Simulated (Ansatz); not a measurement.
## VO₂: relaxation (Ansatz)

Run with:

```bash
ansatz run input.yaml --threads 2 --pin off --max-ram 4096MiB --backend cpu --events-out ev --progress --plain --runs-dir out
```

The input file (Ansatz 0.2.0, plane waves):

```yaml
crystal:
  lattice:
    - [4.580214, 0.0, 0.0]
    - [0.0, 4.580214, 0.0]
    - [0.0, 0.0, 2.953541]
  atoms:
    - { symbol: O, position: [0.3053, 0.3053, 0.0] }
    - { symbol: O, position: [0.1947, 0.8053, 0.5] }
    - { symbol: O, position: [0.6947, 0.6947, 0.0] }
    - { symbol: O, position: [0.8053, 0.1947, 0.5] }
    - { symbol: V, position: [0.0, 0.0, 0.0], spin: 2.0 }
    - { symbol: V, position: [0.5, 0.5, 0.5], spin: 2.0 }
kpoints:
  mp_grid: { grid: [5, 5, 8], shift: [0, 0, 0] }
magnetization:
  spin_polarized: true
scf:
  occupations: { method: fermi_dirac, width: 0.1098 }
  lower_state_search: "off"
hamiltonian:
  pseudopotentials: { kind: paw }
  xc: pbesol
basis:
  ecutwfc: 420
  fft_grid_basis: typed
relax:
  max_steps: 80
  cell: { p_target: 0.0 }
output:
  forces: true
  stress: true
  eigenvalues: true
  bader: true
  populations: true
  elf: true
  write_potential: true
  volumetric_format: npy
  dos:
    e_range: [-12, 8]
    de: 0.05
    projected: { site_lists: { O: [O], V: [V] } }
  write_density: true
checkpoint:
  read: saved_state
```

Origin of the cell: a known structure type with other elements, at an estimated volume, so it need not be a known compound.

The saved state is a converged single point of the same cell, with its larger moments on V5 up, V6 up.

Steps («new basis» is an SCF on plane waves selected anew at the same cell):

```tsv
step	ΔF (meV/atom)	max force component (eV/Å)	P (GPa)	volume (Å³)	SCF iterations	step was
1	0.0	0.102	-15.03	61.96	9	accepted
2	-42.6	0.047	-6.10	59.34	8	accepted
3	-50.1	0.030	0.82	57.63	7	accepted
4	-50.1	0.030	0.09	57.73	6	accepted
5	-50.1	0.000	0.01	57.78	6	accepted
6	-47.7	0.000	-0.46	57.78	7	new basis
7	-47.8	0.000	-0.01	57.68	6	accepted
8	-47.7	0.000	-0.02	57.68	6	new basis
```

Before:

Space group P4_2/mnm (No. 136); the run's cell has a = 4.580 Å, b = 4.580 Å, c = 2.954 Å, α = 90.00°, β = 90.00°, γ = 90.00°. Shortest distances: O–V 1.94 Å, O–O 2.52 Å, V–V 2.95 Å.

After:

Space group P4_2/mnm (No. 136); the run's cell has a = 4.539 Å, b = 4.539 Å, c = 2.800 Å, α = 90.00°, β = 90.00°, γ = 90.00°. Shortest distances: O–V 1.90 Å, O–O 2.58 Å, V–V 2.80 Å.

```yaml
crystal:
  lattice:
    - [4.53868, 0.00000, 0.00000]
    - [0.00000, 4.53868, 0.00000]
    - [0.00000, 0.00000, 2.79997]
  atoms:
    - { symbol: O, position: [0.29915, 0.29915, 0.00000] }
    - { symbol: O, position: [0.20085, 0.79915, 0.50000] }
    - { symbol: O, position: [0.70085, 0.70085, 0.00000] }
    - { symbol: O, position: [0.79915, 0.20085, 0.50000] }
    - { symbol: V, position: [0.00000, 0.00000, 0.00000] }
    - { symbol: V, position: [0.50000, 0.50000, 0.50000] }
```

- Free energy lowered by: 47.7 meV/atom
- Volume change: -6.91 %
- Final pressure: -0.02 GPa
- Relaxation steps listed: 8
- Formation energy (elements under the same functional, gases as molecules, uncorrected): -2.434 eV/atom
- Gap on the mesh: none (metal)
- Site moments at the end (small spheres, which read low): V5 +0.7, V6 +0.7 μB
- Total moment: 1.86 μB

Caveats: the relaxation held the start's symmetry, so the end may be a saddle point.

The run took 34 s on 2 threads of Intel(R) Xeon(R) 6975P-C (Granite Rapids), on a shared host, peak memory 0.47 GiB, from a saved density.
